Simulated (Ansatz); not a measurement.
Crystal: InAs.

```
In As
1.0
     0.00000    2.87730    2.87730
     2.87730    0.00000    2.87730
     2.87730    2.87730    0.00000
In As
1 1
Direct
  0.50000 0.50000 0.50000
  0.00000 0.00000 0.00000
```

Measurements of this composition are mostly on another form, of space group No. 216.

| Property | Result |
| --- | --- |
| Program | Ansatz 0.2.0 |
| Task | relaxation of cell and atoms |
| Functional | PBEsol |
| Dispersion | D4 |
| Potentials or basis | Ansatz PAW |
| Cutoff | 420 eV (not typed: the program's choice for these potentials) |
| k mesh | 8 × 8 × 8 |
| Occupations | fermi-dirac, width 0.05 eV |
| Spin | no spin polarisation |

At the start: volume 23.82 Å³/atom.

Task: How do energy, volume and symmetry change on relaxing?

Result: It ends after 5 steps and the volume is 22.10 Å³/atom (-7.2 %); space group Fm-3m (No. 225, to 0.05 Å).

The path:
```
step  energy change (eV)  largest force (eV/Å)  volume (Å³)
   1              0.0000                0.0000        47.64
   2             -0.0245                0.0000        41.80
   3             -0.0563                0.0000        44.49
   4             -0.0569                0.0000        44.20
   5             -0.0561                0.0000        44.20
```

Final structure:
```
In As
1.0
     0.00000    2.80619    2.80619
     2.80619    0.00000    2.80619
     2.80619    2.80619    0.00000
In As
1 1
Direct
  0.50000 0.50000 0.50000
  0.00000 0.00000 0.00000
```

Caveat: the plane-wave basis is chosen anew once the cell has moved, so the energies of steps on either side of that aren't comparable; pairwise dispersion overbinds metals, which lowers pressure and volume; the PAW data sets come from PBE, with cores solved anew for the run's functional, which leaves a small shift of forces and pressure.
